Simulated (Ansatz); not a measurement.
**SnS at a changed volume — field gradients at the nuclei**

The cell is a structure deposited in the COD, relaxed with PBE at fixed cell and then changed (volume scaled by 0.98, ions relaxed).

```
Sn S
1.0
    11.24402    0.00000    0.00000
     0.00000    4.02282    0.00000
     0.00000    0.00000    4.21353
Sn S
4 4
Direct
  0.11915 0.25000 0.10821
  0.38085 0.75000 0.60821
  0.61915 0.25000 0.39179
  0.88085 0.75000 0.89179
  0.85197 0.25000 0.47337
  0.64803 0.75000 0.97337
  0.35197 0.25000 0.02663
  0.14803 0.75000 0.52663
```

Sites (sets of like atoms) are named by element and the number of their first atom in this list.

Method: Kohn–Sham DFT in Ansatz, PBE, plane waves and PAW, scalar-relativistic, 420 eV cutoff, Γ-centred 4×11×10 k-points, Fermi–Dirac smearing 0.02 eV.

C_Q = eQV_zz/h, which is 24.18 MHz for Q = 1 b and V_zz = 10²¹ V/m²; η = (V_xx − V_yy)/V_zz. Directions are in the Cartesian axes of the cell vectors above, for the atom listed; none is given where the gradient is under 0.02 or η is above 0.95.

(1) Give the quadrupolar parameters of the distinct sites.

Results:

(1) 

```csv
site,first atom,first shell,V_zz (10²¹ V/m²),η,"direction of V_zz (x, y, z)"
Sn,1,3 S at 2.64–2.69 Å; also 2 S at 3.19 Å,-11.01,0.31,0.88 0.00 0.47
S,5,3 Sn at 2.64–2.69 Å; also 2 Sn at 3.19 Å,-2.73,0.06,0.75 0.00 -0.66
```

Without spin–orbit coupling (the program notes it for Sn) the gradients can shift somewhat, as the gap is small.
